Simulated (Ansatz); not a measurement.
**Ni (Ni (111), 6 layers): a relaxation**

The task is a relaxation on Ni (Ni (111), 6 layers). The structure is shown as the input types it.

Computed with Ansatz 0.2.0 (Kohn-Sham DFT, with the functional, basis and potentials that each input names, unless a step's input says otherwise).

## (1) Starting point

Symmetry: P-3m1, No. 164, trigonal system. Conventional cell: a = 2.450 Å, b = 2.450 Å, c = 26.001 Å, α = 90.00°, β = 90.00°, γ = 120.00°. Around Ni (site symmetry 3m) lie 9 Ni at 2.45 Å. Ni (site symmetry 3m) is surrounded by 12 Ni at 2.45 Å.

As a file:

```
Ni
1.0
     2.44976    0.00000    0.00000
    -1.22488    2.12156    0.00000
     0.00000    0.00000   26.00110
Ni
6
Direct
  0.16667 0.33333 0.30768
  0.50000 0.00000 0.38461
  0.83333 0.66667 0.46154
  0.16667 0.33333 0.53846
  0.50000 0.00000 0.61539
  0.83333 0.66667 0.69232
```

## (2) Running it

The input, input.yaml:

```yaml
crystal:
  lattice:
    - [2.4497647886, 0.0, 0.0]
    - [-1.2248823943, 2.1215585402, 0.0]
    - [0.0, 0.0, 26.0011]
  atoms:
    - { symbol: Ni, position: [0.1666666665, 0.3333333335, 0.3076788506], spin: 1.0 }
    - { symbol: Ni, position: [0.5000000005, 0.9999999995, 0.3846073102], spin: 1.0 }
    - { symbol: Ni, position: [0.8333333335, 0.6666666665, 0.4615357698], spin: 1.0 }
    - { symbol: Ni, position: [0.1666666665, 0.3333333335, 0.5384642295], spin: 1.0 }
    - { symbol: Ni, position: [0.5000000005, 0.9999999995, 0.6153926898], spin: 1.0 }
    - { symbol: Ni, position: [0.8333333335, 0.6666666665, 0.6923211494], spin: 1.0 }
magnetization:
  spin_polarized: true
  spin_orbit: true
kpoints:
  mp_grid: { grid: [15, 15, 1] }
scf:
  occupations: { method: fermi_dirac, width: 0.1 }
  max_iter: 50
hamiltonian:
  xc: pbesol
  pseudopotentials: { kind: nc }
output:
  forces: true
  stress: true
  eigenvalues: true
relax:
  f_tol: 0.01
  max_steps: 40
efield:
  axis: 3
  amplitude: 0
  dipole_correction: true
```

Started as:

```console
ansatz run input.yaml --threads 3 --pin off --max-ram 9216MiB --backend cpu --events-out ev --progress --plain --runs-dir out
```

Log:

```text
Error: 2 input errors — fix all and re-run
  1. inconsistent input (magnetization.spin_orbit, magnetization.noncollinear): true requires noncollinear: true — spin–orbit coupling acts on 2-spinor wavefunctions; set both flags
  2. inconsistent input (magnetization.spin_orbit, hamiltonian.pseudopotentials.kind): true requires a fully-relativistic hamiltonian.pseudopotentials.kind (nc_fr or paw_fr), or kind: all_electron without datasets and azcp, which then solves Dirac's equation on LAPW. paw_fr resolves this project's PAW files (source: ansatz) by j as it reads them
```

Run time: 0.02 s. Hardware: 3 threads of Intel Xeon 6975P-C (Granite Rapids), shared host; peak memory 0.037 GiB.

## (3) What went wrong

Nothing was computed: the input was turned down at the start. The line that matters: «2 input errors — fix all and re-run 1. inconsistent input (magnetization.spin_orbit, magnetization.noncollinear): true requires noncollinear: true — spin–orbit coupling acts on 2-spinor wavefunctions; set both flags»

Look at the input: magnetization.spin_orbit is true. Spin-orbit coupling needs two-component spinors and fully relativistic potentials, and the input doesn't provide both.

What to do: delete magnetization.spin_orbit (the default then holds).

## (4) Second try

Other changes include scf.max_iter, hamiltonian.pseudopotentials, output requests.

Edit input.yaml of step 2 so:

```diff
@@ -14,3 +14,2 @@
   spin_polarized: true
-  spin_orbit: true
 kpoints:
@@ -19,6 +18,5 @@
   occupations: { method: fermi_dirac, width: 0.1 }
-  max_iter: 50
 hamiltonian:
   xc: pbesol
-  pseudopotentials: { kind: nc }
+  pseudopotentials: { kind: paw }
 output:
@@ -27,2 +25,6 @@
   eigenvalues: true
+  write_density: true
+  write_potential: true
+  elf: true
+  volumetric_format: npy
 relax:
```

Started as:

```console
ansatz run input.yaml --threads 3 --pin off --max-ram 9216MiB --backend cpu --events-out ev --progress --plain --runs-dir out
```

The main lines of its log:

```text
[...]
Basis set: ecut = 420 eV, 2541 PW (Γ), exchange–correlation on 36×36×360 points (8 copies of the dense FFT grid, shifted against one another)
[...]
k-points: 27 of 225 (time reversal used)
[...]
SCF iter   1: F=—  HF=-34823.998546 eV  |F-HF|=—  |Δ(HF+E_count)|=         —  Δρ=4.31e-2 (↑2.48e-2 ↓4.31e-2)  dr2=5.75e0  dr2_m=1.38e-1  M=5.460 μB ∫|m|=5.791 μB  β_m=1.00  ethr=3.10e-3  p=0.000 e·Å  D=1.57e-12 V/Å  ΔV_dip=-0.00 eV  dr2_dipole=8.13e-8  V_vac-E
[...]
preconditioner: auto → LDOS  [metal: Δε(μ)=0.017 eV  Ē_g=8.532 eV  σ=0.100 eV  W_gap=0.04  n_scr=20 (ndim 8)  ℏωp=24.7 eV  f_vac=0.492  D(μ)=9.37/eV (n_scr^D=130)]
[...]
SCF iter   2: F=—  HF=-34823.243788 eV  |F-HF|=—  |Δ(HF+E_count)|=   7.55e-1  Δρ=1.93e-2 (↑1.36e-2 ↓1.93e-2)  dr2=8.04e-1  dr2_m=2.02e-2  M=4.993 μB ∫|m|=5.610 μB  β_m=0.28  ethr=3.10e-3  p=-0.000 e·Å  D=-1.32e-5 V/Å  ΔV_dip=0.00 eV  dr2_dipole=1.13e-9  V_vac-
[...]
relax step   1: F+E_penalty+E_count = -34828.49400384 eV  Δ(F+E_penalty+E_count) = +0.000e0 eV  max|allowed force component| = 1.635e-1 eV/Å  Δτ_max = 0.0000 Å  (13 SCF iters, dr2 threshold 2.50e-6 eV, accepted)
[...]
relax step   2: F+E_penalty+E_count = -34828.49679843 eV  Δ(F+E_penalty+E_count) = -2.795e-3 eV  max|allowed force component| = 1.005e-1 eV/Å  Δτ_max = 0.0112 Å  (11 SCF iters, dr2 threshold 1.67e-6 eV, accepted)
[...]
relax step   3: F+E_penalty+E_count = -34828.49843261 eV  Δ(F+E_penalty+E_count) = -1.634e-3 eV  max|allowed force component| = 3.396e-3 eV/Å  Δτ_max = 0.0157 Å  (11 SCF iters, dr2 threshold 6.31e-7 eV, accepted)
[...]
SCF iter   1: F=—  HF=-34828.498433 eV  |F-HF|=—  |Δ(HF+E_count)|=         —  Δρ=1.22e-6 (↑1.22e-6 ↓1.16e-6)  dr2=4.81e-9  dr2_m=7.50e-10  M=3.875 μB ∫|m|=4.381 μB  β_m=1.00  ethr=4.46e-12  p=-0.000 e·Å  D=-5.08e-8 V/Å  ΔV_dip=0.00 eV  dr2_dipole=8.04e-13  V_v
[...]
SCF iter   2: F=-34828.498433 eV  HF=-34828.498433 eV  |F-HF|=3.54e-9  |Δ(HF+E_count)|=  2.04e-10  Δρ=1.63e-6 (↑3.27e-7 ↓1.63e-6)  dr2=6.70e-9  dr2_m=6.72e-10  M=3.875 μB ∫|m|=4.381 μB  ethr=4.45e-12  p=-0.000 e·Å  D=-2.36e-8 V/Å  ΔV_dip=0.00 eV  dr2_dipole=2.
[...]
relax step   4: F+E_penalty+E_count = -34828.49843261 eV  Δ(F+E_penalty+E_count) = -8.877e-10 eV  max|allowed force component| = 3.379e-3 eV/Å  Δτ_max = 0.0000 Å  (2 SCF iters, accepted)
[...]
SCF converged after 2 iterations
[...]
Magnetization: 3.8746 μB (55.9373 up, 52.0627 down)
[...]
Free energy (F): -34828.498433 eV
[...]
E sigma→0 (E₀):  -34828.332233 eV
[...]
Fermi energy:    6.027781 eV
Dipole field:    D = 0.000001 V/Å  (p = 0.000001 e·Å, saw-weighted, corrected)
[...]
  P = ⅓ Tr σ = -1.2869 GPa (-12.869 kbar)
[...]
--- Relaxed structure (4 steps of the walk, 4 accepted, 0 SCFs on fresh bases) ---
[...]
```

It took 76 s on 3 threads of Intel Xeon 6975P-C (Granite Rapids), shared host; peak memory 0.72 GiB.

Density in a lattice plane of the grid's cell (edges 2.45 and 26.00 Å, at 0.333 of the third edge), which holds Ni.

Ten even steps from ' ' (-0.01 e/Å³) to '@' (33.51 e/Å³):
```
            
            
            
            
            
            
            
            
::##::      
            
            
            
            
::@@--      
            
            
            
            
            
            
```
Columns run along the first of these edges and rows up along the second, over one cell in 6 and 20 even steps from the bottom left corner. Atoms in the plane (fractional): Ni at (0.17, 0.31), Ni at (0.17, 0.54).

ELF in the same plane.

Ten even steps from '0' (0.00) to '9' (0.58):
```
000000
000000
000000
000000
333222
454343
444333
454333
696343
333444
343333
343333
434334
696343
111232
000000
000000
000000
000000
000000
```
Columns run along the first of these edges and rows up along the second, over one cell in 6 and 20 even steps from the bottom left corner. Atoms in the plane (fractional): Ni at (0.17, 0.31), Ni at (0.17, 0.54).

Both are smooth fields of the valence electrons: close to the nuclei they are not physical.

Spin density (up less down) in a lattice plane of the grid's cell (edges 2.45 and 26.00 Å, at 0.333 of the third edge), which holds Ni.

Ten even steps from ' ' (-0.01 e/Å³) to '@' (1.54 e/Å³):
```
            
            
            
            
            
            
            
            
..##::      
            
            
            
            
::@@::      
            
            
            
            
            
            
```
Columns run along the first of these edges and rows up along the second, over one cell in 6 and 20 even steps from the bottom left corner. Atoms in the plane (fractional): Ni at (0.17, 0.31), Ni at (0.17, 0.54).

## (5) Results

| quantity | value |
| --- | --- |
| first try | refused |
| cause | spin-orbit request without its set-up |
| second try | converged |
| energy (zero set by the potentials) | -34828.4984 eV |
| absolute moment | 4.39 μB |
| largest force | 0.003 eV/Å |

In words: The second try converges.
